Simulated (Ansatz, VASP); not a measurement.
## ZrC: VASP beside Ansatz

```xyz
2
Lattice="3.2695 0.0000 0.0000 -1.6348 2.8315 0.0000 0.0000 0.0000 2.9397" Properties=species:S:1:pos:R:3 pbc="T T T"
Zr    0.0000    0.0000    0.0000
C     1.6348    0.9438    1.4699
```

Alike in both runs: functional PBE; k mesh 12 × 12 × 12; occupations gaussian, width 0.05 eV; no spin polarisation.

Ansatz relaxed the structure, and its values are those at the end. VASP's run is a single point on that final structure, the one shown.

|  | VASP | Ansatz |
| --- | --- | --- |
| version | VASP 6.6.1 | Ansatz 0.2.0 |
| potentials or method | VASP PAW PBE potentials, release 64 (Zr_sv, C) | scalar-relativistic, plane waves, PAW |
| plane-wave cutoff (eV) | 520 | 420 |
| valence electrons in the cell | 16 | 16 |

Ansatz gave:

| Quantity | Value |
| --- | --- |
| gap on the k mesh at the Fermi level (eV) | none |
| pressure (GPa) | 0.0 |

Question: What did VASP give for the same quantities?

Answer: gap on the k mesh at the Fermi level (eV): none; pressure (GPa): 0.2.

A gap of «none» marks a metal or a gap that the smearing closes. With one functional, cell and mesh, what is left measures potentials, basis and numerics.
